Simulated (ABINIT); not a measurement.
Crystal: Au.

```
CELL_PARAMETERS angstrom
0.00000 2.03500 2.03500
2.03500 0.00000 2.03500
2.03500 2.03500 0.00000
ATOMIC_POSITIONS crystal
Au 0.00000 0.00000 0.00000
```

Base run:

```yaml
Program: ABINIT 10.8.3 (patched build)
Functional: r2SCAN
Potentials_or_basis: Ansatz NC r2SCAN
Cutoff: 1252 eV
k_mesh: 11 × 11 × 11
Occupations: fermi-dirac, width 0.05 eV
Spin: no spin polarisation
```

Its results: band gap on the k mesh none (metal or under the smearing width); pressure 6.9 GPa.

Problem. The run is repeated on the same cell with these changes: potentials or basis from Ansatz NC r2SCAN to PseudoDojo NC SR PBE v0.4.1 standard. What comes out?

Solution. Band gap on the k mesh none (metal or under the smearing width); pressure 5.0 GPa.

Caveats: a meta-GGA on potentials with a model core is unreliable (some runs); the potentials were made for another functional, which shifts forces and pressure (some runs).
